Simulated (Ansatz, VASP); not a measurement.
**LiF: VASP beside Ansatz**

```
CELL_PARAMETERS angstrom
0.00000 2.04891 2.04891
2.04891 0.00000 2.04891
2.04891 2.04891 0.00000
ATOMIC_POSITIONS crystal
Li 0.00000 0.00000 0.00000
F 0.50000 0.50000 0.50000
```

Alike in both runs: task single point; functional PBE; dispersion D4; k mesh 10 × 10 × 10; occupations gaussian, width 0.05 eV; no spin polarisation.

|  | VASP | Ansatz |
| --- | --- | --- |
| version | VASP 6.6.1 | Ansatz 0.2.0 |
| potentials or method | VASP PAW PBE potentials, release 64 (Li_sv, F) | scalar-relativistic, plane waves, PAW |
| plane-wave cutoff (eV) | 520 | 420 |
| valence electrons in the cell | 10 | 10 |

VASP gave:

```
gap on the k mesh at the Fermi level (eV) : 8.64
least direct gap on the mesh (eV)         : 8.64
dispersion energy (meV/atom)              : -59.5
```

What did Ansatz give for the same quantities?

gap on the k mesh at the Fermi level (eV): 8.65; least direct gap on the mesh (eV): 8.65; dispersion energy (meV/atom): -59.6.

 Expect the measured gap to be larger: semilocal functionals such as PBE lack the derivative discontinuity. A k mesh can miss the band edges.
